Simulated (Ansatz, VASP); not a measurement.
**Se in VASP and in Ansatz**

```
CELL_PARAMETERS angstrom
0.00000 3.35481 3.35481
3.35481 0.00000 3.35481
3.35481 3.35481 0.00000
ATOMIC_POSITIONS crystal
Se 0.25000 0.25000 0.25000
Se 0.00000 0.00000 0.00000
```

Alike in both runs: task single point; functional PBE; k mesh 12 × 12 × 12; occupations gaussian, width 0.1 eV; no spin polarisation.

|  | VASP | Ansatz |
| --- | --- | --- |
| version | VASP 6.6.1 | Ansatz 0.2.0 |
| potentials or method | VASP PAW PBE potentials, release 64 (Se) | scalar-relativistic, plane waves, PAW |
| plane-wave cutoff (eV) | 520 | 420 |
| valence electrons in the cell | 12 | 32 |

```tsv
	VASP	Ansatz	Ansatz less VASP
gap on the k mesh at the Fermi level (eV)	none	none	-
pressure (GPa)	-4.7	-4.7	0.00
```

A gap of «none» marks a metal or a gap that the smearing closes. With one functional, cell and mesh, what is left measures potentials, basis and numerics. The two sets of potentials don't hold the same shells in valence.
